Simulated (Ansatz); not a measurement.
Wanted: the native input for an Ansatz 0.2.0 run.

* Task: band structure
* Functional: RPBE
* Potentials or basis: Ansatz PAW
* Cutoff: 420 eV (not typed: the program's choice for these potentials)
* k mesh: 11 × 11 × 11
* Occupations: fermi-dirac, width 0.05 eV
* Spin: no spin polarisation
* Path: [["G", "X", "W", "K", "G", "L", "U", "W", "L", "K"], ["U", "X"]]
* Points for each segment of the path: 14

The system is Al.

```
Al
1.0
     0.00000    2.02481    2.02481
     2.02481    0.00000    2.02481
     2.02481    2.02481    0.00000
Al
1
Direct
  0.00000 0.00000 0.00000
```

These files were run (other wordings do the same):

input.yaml

```yaml
crystal:
  lattice:
    - [0.0, 2.024805, 2.024805]
    - [2.024805, 0.0, 2.024805]
    - [2.024805, 2.024805, 0.0]
  atoms:
    - { symbol: Al, position: [0.0, 0.0, 0.0] }
hamiltonian:
  xc: rpbe
  pseudopotentials: { kind: paw }
kpoints:
  mp_grid: { grid: [11, 11, 11] }
  band_path:
    path:
      - [[0.0, 0.0, 0.0], [0.5, 0.0, 0.5], [0.5, 0.25, 0.75], [0.375, 0.375, 0.75], [0.0, 0.0, 0.0], [0.5, 0.5, 0.5], [0.625, 0.25, 0.625], [0.5, 0.25, 0.75], [0.5, 0.5, 0.5], [0.375, 0.375, 0.75]]
      - [[0.625, 0.25, 0.625], [0.5, 0.0, 0.5]]
    npoints: 14
scf:
  occupations: { method: fermi_dirac, width: 0.05 }
  n_extra_bands: 6
output:
  forces: true
  stress: true
  eigenvalues: true
  fatbands: false
```

Potentials or basis: Ansatz PAW.

Run with:

```bash
$ ansatz run input.yaml --threads 2 --pin off --max-ram 5120MiB --backend cpu --events-out ev --progress --plain --runs-dir out
```

Results of the run:

| Property | Result |
| --- | --- |
| Pressure | 1.0 GPa |
| Band gap on the k mesh | none (metal or under the smearing width) |

Caveat: the PAW data sets come from PBE, with cores solved anew for the run's functional, which leaves a small shift of forces and pressure.

Wall time 0.98 s on 2 threads of Arm Neoverse N1, with other jobs on the host, peak memory 0.24 GiB.
